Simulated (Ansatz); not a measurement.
Take NaBr in the rock salt structure (space group Fm-3m, No. 225; a = 5.948 Å) as the base. Axes: x, y, z lie along the cube axes.

Method: r2SCAN (Ansatz, a program for electronic structure, PAW, scalar-relativistic without spin-orbit coupling).

For the base:

- Electron mass = 0.33 mₑ (at Γ)
- Pressure = 0.00 GPa

Modification: biaxial strain −4.38 %, plane normal [001], relaxed out of plane (Cartesian); in-plane vectors clamped, the third vector and the atoms free.

Task: What happens to the electron mass and pressure?

Result: The electron mass changes from 0.33 mₑ (at Γ) to 0.31 mₑ out of plane, 0.33 mₑ in plane (at Γ); the pressure (mean of the normal stresses, compression positive) goes from zero to 2.13 GPa.

The levels and masses belong to the bands next to the band gap. Effective masses come from finite differences of ±0.01 Å⁻¹. Stability against distortions was not tested.
